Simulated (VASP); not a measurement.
Al:

```
Al
1.0
     0.00000    3.05449    3.05449
     3.05449    0.00000    3.05449
     3.05449    3.05449    0.00000
Al
2
Direct
  0.00000 0.00000 0.00000
  0.25000 0.25000 0.25000
```

This isn't the form of Al at room conditions, which is fcc.

The cell isn't the ideal one: cell and atoms relaxed from a first guess.

```yaml
Program: VASP 6.6.1
Task: relaxation of cell and atoms
Functional: PBE
Potentials_or_basis: VASP PAW PBE potentials, release 64 (Al)
Cutoff: 600 eV
k_mesh: 9 × 9 × 9
Occupations: fermi-dirac, width 0.08 eV
Spin: no spin polarisation
```

At the start: pressure -1.1 GPa; volume 28.50 Å³/atom.

Q: Where does the relaxation end?

A: Over 3 steps the energy falls by 3.1 meV/atom and the volume is 27.63 Å³/atom (-3.0 %); space group Fd-3m (No. 227, to 0.05 Å).

The path:
| step | energy change (eV) | largest force (eV/Å) | pressure (GPa) | volume (Å³) |
| --- | --- | --- | --- | --- |
| 1 | 0.0000 | 0.0000 | -1.09 | 57.00 |
| 2 | -0.0062 | 0.0000 | -0.11 | 55.41 |
| 3 | -0.0062 | 0.0000 | -0.02 | 55.26 |

Final structure:
```
Al
1.0
     0.00000    3.02319    3.02319
     3.02319    0.00000    3.02319
     3.02319    3.02319    0.00000
Al
2
Direct
  0.00000 0.00000 0.00000
  0.25000 0.25000 0.25000
```
